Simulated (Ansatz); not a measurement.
# BaS (Fm-3m): a band-gap study from PBE to G0W0 at the band limit, part 2 of 2

Wanted: the gap of BaS (Fm-3m) by functionals, hybrids and G0W0, carried to the basis limit, with what remains uncertain.

Ansatz 0.2.0; density functionals, hybrids, G0W0, plane waves, PAW. Known limits of the many-body steps: not at the basis limit; no spin-orbit coupling.

So far. Step 12 (G0W0, 4×4×4 mesh, 418 empty bands, screening to 200 eV …): Against the run with 4×4×4 mesh, 194 empty bands, screening to 120 eV, PAW set soft_1 files, the gap moves by +0.11 eV. Step 13 (G0W0@HSE06, 4×4×4 mesh, 194 empty bands, screening to …): Against the run with 4×4×4 mesh, 194 empty bands, screening to 120 eV, PAW set soft_1 files on PBE, the gap moves by +0.47 eV, while the start moved by +0.91 eV.

In doubt: masses and optical values from hybrid runs of this build are listed as unsure (step 13), which bears on the screening that GW takes from such a start.

### Step 14. G0W0@PBE, 4×4×4 mesh, 194 empty bands, screening to 120 eV, plasmon pole, PAW set soft_1 files

A plasmon pole stands in for the full frequency dependence of the screening; this run shows what that costs in accuracy.

This step: G0W0 on PBE, plane waves, PAW; PAW set soft_1.

input.yaml reads:

```yaml
crystal:
  lattice:
    - [0.0, 3.19375, 3.19375]
    - [3.19375, 0.0, 3.19375]
    - [3.19375, 3.19375, 0.0]
  atoms:
    - { symbol: Ba, position: [0.0, 0.0, 0.0] }
    - { symbol: S, position: [0.5, 0.5, 0.5] }
kpoints:
  mp_grid: { grid: [4, 4, 4] }
hamiltonian:
  xc: pbe
  pseudopotentials: { kind: paw, azcp: { folder: soft_1 } }
scf:
  occupations: { method: fixed }
gw:
  n_empty_bands: 194
  ecut_chi: 120
  qp_bands: [v2, c2]
  qp_kpoints: band_edges
  screening: { model: godby_needs }
```

Started as:

```bash
$ ansatz run input.yaml --threads 24 --pin off --max-ram 82944MiB --backend cuda --events-out ev --progress --plain --runs-dir out --devices 1 --max-vram 78GiB
```

The job ended after 2.5 s (1 × NVIDIA GB200 (shared by 2 runs) with 24 threads of Arm Neoverse V2, shared host; peak memory 1.2 GiB; 8 s of CPU time).

Numbers from this step:

```yaml
bands_summed: 202
plasmon_pole_fit_frequency: 18.40 eV
rpa_eps_infinity_on_this_mesh_eigenvalues: 4.646, 4.646, 4.646
plane_waves_in_the_screening_matrix: 181
g0w0_gap_on_the_mesh: 3.368 eV
k_of_the_valence_top: 0, 0, 0
k_of_the_conduction_bottom: 0, -0.5, -0.5
starting_gap_on_the_mesh: 2.202 eV
least_direct_g0w0_gap_on_the_computed_points: 3.498 eV
```

Against the run with 4×4×4 mesh, 194 empty bands, screening to 120 eV, PAW set soft_1 files, the gap moves by −0.04 eV.

### Step 15. G0W0@PBE, 4×4×4 mesh, 194 empty bands, screening to 120 eV, hard PAW files

Other atomic data (hard PAW) test the pseudisation: the cutoff goes from 420 to 510 eV, with the same valence electrons.

This step: G0W0 on PBE, plane waves, PAW.

input.yaml, the sections that differ from step 14:

```yaml
hamiltonian:
  xc: pbe
  pseudopotentials: { kind: paw, source: ansatz }
gw:
  n_empty_bands: 194
  ecut_chi: 120
  qp_bands: [v2, c2]
  qp_kpoints: band_edges
  screening: { model: contour_deformation }
# crystal, kpoints, scf: as in step 14
```

Run time: 2.3 s. Hardware: 1 × NVIDIA GB200 (shared by 2 runs) with 24 threads; peak memory 1.2 GiB.

Numbers from this step:

```yaml
bands_summed: 202
rpa_eps_infinity_on_this_mesh_eigenvalues: 4.643, 4.643, 4.643
plane_waves_in_the_screening_matrix: 181
g0w0_gap_on_the_mesh: 3.391 eV
k_of_the_valence_top: 0, 0, 0
k_of_the_conduction_bottom: 0, -0.5, -0.5
starting_gap_on_the_mesh: 2.203 eV
least_direct_g0w0_gap_on_the_computed_points: 3.524 eV
```

Against the run with 4×4×4 mesh, 194 empty bands, screening to 120 eV, PAW set soft_1 files, the gap moves by −0.017 eV.

### Step 16. G0W0@LDA, 4×4×4 mesh, 194 empty bands, screening to 120 eV, PAW set soft_1 files

This step: G0W0 on LDA, plane waves, PAW; PAW set soft_1.

Edit input.yaml of step 15 so:

```diff
@@ -11,4 +11,4 @@
 hamiltonian:
-  xc: pbe
-  pseudopotentials: { kind: paw, source: ansatz }
+  xc: lda
+  pseudopotentials: { kind: paw, azcp: { folder: soft_1 }, xc_functional: pbe }
 scf:
```

The job ended after 2 s (1 × NVIDIA GB200 (shared by 2 runs) with 24 threads; peak memory 1.2 GiB; 6.8 s of CPU time).

This step gave:

```
bands summed                                 : 202
RPA ε∞ on this mesh (eigenvalues)            : 5.020, 5.020, 5.020
plane waves in the screening matrix          : 181
G0W0 gap on the mesh                         : 3.350 eV
k of the valence top                         : 0, 0, 0
k of the conduction bottom                   : 0, -0.5, -0.5
starting gap on the mesh                     : 2.001 eV
least direct G0W0 gap on the computed points : 3.476 eV
```

Against the run with 4×4×4 mesh, 194 empty bands, screening to 120 eV, PAW set soft_1 files on HSE06, the gap moves by −0.52 eV, while the start moved by −1.11 eV.

### Step 17. The ladder

Times are wall times on 1 × NVIDIA GB200 (shared by 2 runs) with 24 threads of Arm Neoverse V2, shared host, good to a factor of about two. G0W0 rows are gaps on the mesh, lowered by the amount that the mesh misses the start's edges, a rough step that assumes the same correction there.

```tsv
level	gap (eV)	least direct gap (eV)	time
PBE	2.21	2.31	1.5 s
LDA	2.01	2.12	1.3 s
PBE+SOC	2.16	2.23	1.4 s
r2SCAN	2.55	2.66	1.9 s
HSE06	3.11	3.24	2.9 s
PBE0	3.81	3.95	4.1 s
DDH-PBE0	3.54	3.67	6.3 s
G0W0@PBE (68 empty bands)	3.23	-	1.6 s
G0W0@PBE (194 empty bands)	3.41	-	2.2 s
G0W0@PBE (418 empty bands)	3.52	-	2.6 s
G0W0@HSE06 (194 empty bands)	3.87	-	6.2 s
G0W0@PBE (194 empty bands, plasmon pole)	3.37	-	2.5 s
G0W0@PBE (194 empty bands, hard PAW)	3.39	-	2.3 s
G0W0@LDA (194 empty bands)	3.35	-	2 s
```

### Step 18. Adding up the best estimate

```tsv
term	eV	running total (eV)
G0W0 on the mesh, top rung	3.516	3.516
to the limit, by a line in one over the bands through the two top rungs	+0.097	3.613
spin-orbit change, from PBE	−0.045	3.568
```

Changes that are not added in, each against a run with equal bands and cutoff:

```tsv
change	eV
start HSE06	+0.47
plasmon pole in place of full frequency	−0.04
hard PAW files	−0.02
start LDA	−0.06
```

### Step 19. Summary of results

```
PBE gap                                        : 2.21 eV, indirect
HSE06                                          : 3.11 eV
PBE0                                           : 3.81 eV
DDH-PBE0                                       : 3.54 eV
G0W0, top rung on the mesh                     : 3.52 eV
best estimate, G0W0@PBE with spin-orbit change : 3.57 eV
GW settings of the top rung                    : 4×4×4 mesh, 418 empty bands, screening to 200 eV, PAW set soft_1 files
known limits                                   : one-shot GW, static lattice; one k mesh, untested
```

In words: The best estimate for G0W0@PBE is 3.57 eV, indirect by PBE+SOC, against 2.16 eV at the start (both with spin-orbit coupling). The pair of rungs below gives a limit −0.10 eV away. Of the changes left open the largest, +0.47 eV, comes from starting at HSE06. Among the functionals DDH-PBE0 comes nearest: −0.07 eV from the estimate without its spin-orbit term (3.61 eV). That ranking leans on the start chosen for G0W0. The RPA ε∞ on the GW mesh averages 4.6 against 4.8 from perturbation theory, which takes a denser mesh of its own and holds the xc response as well. All runs took 42 s, 47 % of it in G0W0.

[Paths, hosts, dates, memory and timing lines, banners, echoed tables and standing remarks are left out of the program output.]

[Logs are printed without paths, hosts, clocks, repeated set-up lines and the standing remarks that a program may print on its own settings, such as how far it seeks lower states.]

[Runs of the session that timed out or met a known fault of the program may be left out.]

[Cells called generated may have been cut or substituted from an entry of the Crystallography Open Database or the Materials Project.]

[Hosts, paths, dates, database ids (printed as entryN), source tags and the programs' standing remarks are cut or masked in the printed files.]
